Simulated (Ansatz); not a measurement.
Molecular dynamics on a 2×2×2 supercell (16 atoms) of CdSe (CsCl type), relaxed with r2SCAN. Forces come from PBE in Ansatz 0.2.0: Langevin thermostat and barostat (NPT), 600 K, steps of 1 fs. Classical nuclei, no spin polarisation; a few dozen steps show the first response, not equilibrium. The structure comes from a prototype and may be hypothetical.

```yaml
crystal:
  lattice:
    - [7.0662034668, 0.0, 0.0]
    - [0.0, 7.0662034668, 0.0]
    - [0.0, 0.0, 7.0662034668]
  atoms:
    - { symbol: Cd, position: [0.0, 0.0, 0.0] }
    - { symbol: Se, position: [0.25, 0.25, 0.25] }
    - { symbol: Cd, position: [0.0, 0.0, 0.5] }
    - { symbol: Se, position: [0.25, 0.25, 0.75] }
    - { symbol: Cd, position: [0.0, 0.5, 0.0] }
    - { symbol: Se, position: [0.25, 0.75, 0.25] }
    - { symbol: Cd, position: [0.0, 0.5, 0.5] }
    - { symbol: Se, position: [0.25, 0.75, 0.75] }
    - { symbol: Cd, position: [0.5, 0.0, 0.0] }
    - { symbol: Se, position: [0.75, 0.25, 0.25] }
    - { symbol: Cd, position: [0.5, 0.0, 0.5] }
    - { symbol: Se, position: [0.75, 0.25, 0.75] }
    - { symbol: Cd, position: [0.5, 0.5, 0.0] }
    - { symbol: Se, position: [0.75, 0.75, 0.25] }
    - { symbol: Cd, position: [0.5, 0.5, 0.5] }
    - { symbol: Se, position: [0.75, 0.75, 0.75] }
kpoints:
  mp_grid: { grid: [2, 2, 2] }
hamiltonian:
  xc: pbe
scf:
  occupations: { method: fermi_dirac, width: 0.052 }
md:
  ensemble: npt_langevin
  temperature: 600
  timestep: 1.0
  n_steps: 30
  initial_velocities: maxwell_boltzmann
  seed: 5273
```

Command: `ansatz run input.yaml --threads 4 --pin off --max-ram 3686MiB --backend cpu --events-out ev --progress --plain --runs-dir out`.

Q: What wall time did it need on 4 threads of Arm Neoverse N1, with other jobs on the host, load about 0.9 per core, and what peak of host memory did it reach?

A: About 6.7 min, with a peak of 1.8 GiB.

Q: How do temperature and energy develop?

A: The temperature goes from 562 K to 745 K in 30 fs.
```tsv
step	t (fs)	T (K)	free energy F from step 0 (meV/atom)	kinetic energy (meV/atom)	pressure (GPa)	volume (Å³/atom)	largest force (eV/Å)
0	0	562	0.0	72.7	1.83	22.05	0.00
1	1	567	0.0	73.3	1.83	22.05	0.03
2	2	597	0.0	77.2	1.83	22.06	0.07
3	3	627	-0.1	81.0	1.83	22.07	0.10
4	4	635	-0.1	82.1	1.82	22.07	0.14
5	5	643	-0.1	83.1	1.82	22.08	0.17
6	6	621	-0.1	80.3	1.79	22.08	0.21
7	7	623	-0.2	80.5	1.76	22.10	0.24
8	8	648	-0.4	83.8	1.72	22.12	0.28
9	9	618	-0.6	79.9	1.62	22.15	0.31
10	10	638	-0.9	82.4	1.56	22.18	0.34
11	11	653	-1.1	84.3	1.48	22.21	0.37
12	12	616	-1.3	79.6	1.37	22.25	0.40
13	13	586	-1.5	75.8	1.26	22.28	0.43
14	14	628	-1.7	81.2	1.18	22.32	0.45
15	15	671	-1.9	86.7	1.09	22.37	0.48
16	16	663	-2.1	85.7	0.95	22.42	0.50
17	17	656	-2.3	84.8	0.82	22.48	0.54
18	18	611	-2.5	79.0	0.65	22.53	0.58
19	19	594	-2.7	76.8	0.50	22.59	0.61
20	20	604	-2.8	78.1	0.37	22.65	0.65
21	21	618	-3.0	79.9	0.24	22.72	0.68
22	22	668	-3.2	86.3	0.13	22.78	0.72
23	23	613	-3.3	79.3	-0.05	22.84	0.75
24	24	591	-3.4	76.4	-0.20	22.91	0.78
25	25	606	-3.4	78.4	-0.32	22.97	0.81
26	26	607	-3.4	78.5	-0.44	23.03	0.83
27	27	629	-3.5	81.3	-0.54	23.08	0.86
28	28	704	-3.5	91.0	-0.60	23.13	0.89
29	29	734	-3.6	94.8	-0.68	23.19	0.91
30	30	745	-3.7	96.3	-0.77	23.24	0.94
```

Positions (Å) and forces (eV/Å) at step 30:
```
cell (Å): 7.191 0.000 0.000; 0.000 7.191 0.000; 0.000 0.000 7.191
Cd   0.035   0.074   0.094     0.069  -0.019  -0.004
Se   1.797   1.839   1.751     0.082  -0.460  -0.730
Cd   0.047   0.012   3.605    -0.074  -0.020   0.030
Se   1.729   1.740   5.246     0.270   0.668  -0.238
Cd   0.004   3.587   0.045    -0.019   0.030  -0.126
Se   1.815   5.302   1.726     0.472  -0.209   0.319
Cd  -0.008   3.628   3.456     0.047   0.011   0.097
Se   1.670   5.500   5.426    -0.360   0.208  -0.002
Cd   3.689   0.049  -0.044    -0.002   0.083   0.000
Se   5.405   1.791   1.931    -0.139   0.671  -0.210
Cd   3.572  -0.049   3.643     0.029  -0.003  -0.052
Se   5.407   1.713   5.271    -0.053  -0.593   0.641
Cd   3.586   3.683   0.028     0.021   0.007   0.095
Se   5.456   5.494   1.782     0.220   0.435   0.132
Cd   3.593   3.620   3.694    -0.021  -0.041   0.024
Se   5.304   5.295   5.456    -0.542  -0.768   0.023
```
